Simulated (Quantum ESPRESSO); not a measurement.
Be under changes of volume

One of the cells (8.105 Å³/atom); the others are scaled copies at fixed shape and fractional positions:

```
CELL_PARAMETERS angstrom
2.28530 0.00000 0.00000
-1.14265 1.97913 0.00000
0.00000 0.00000 3.58420
ATOMIC_POSITIONS crystal
Be 0.66667 0.33333 0.75000
Be 0.33333 0.66667 0.25000
```

| Item | Value |
| --- | --- |
| Program | Quantum ESPRESSO 7.5 |
| Functional | r2SCAN |
| Potentials or basis | SG15 PBE 1.2 |
| Cutoff | 952 eV |
| Density cutoff | 3810 eV |
| k mesh | 10 × 10 × 6 |
| Occupations | fermi-dirac, width 0.05 eV |
| Spin | no spin polarisation |

```tsv
volume (Å³/atom)	energy over the lowest point (meV/atom)	pressure (GPa)
7.619	?	?
7.781	1.65	2.8
7.943	0.00	0.1
8.105	1.00	-2.4
8.268	4.40	-4.7
8.430	10.01	-6.7
8.592	17.62	-8.6
```

Q: What does the run at 7.619 Å³/atom give?

A: Energy over the lowest point 6.17 meV/atom; pressure 5.8 GPa.

Worked out: A Birch-Murnaghan fit of order 3 (a polynomial in V^(-2/3)) to the other rows has its minimum at 7.96 Å³/atom with B0 = V·E''(V) = 126 GPa and B' = 3.4 at fixed shape and positions, which overstates the stiffness. It gives 6.16 meV/atom at 7.619 Å³/atom, against the run's 6.17, and -dE/dV = 6.0 GPa, against 5.8.

Energies are extrapolated to zero smearing.

Caveats: the potentials were made for another functional, which shifts forces and pressure.
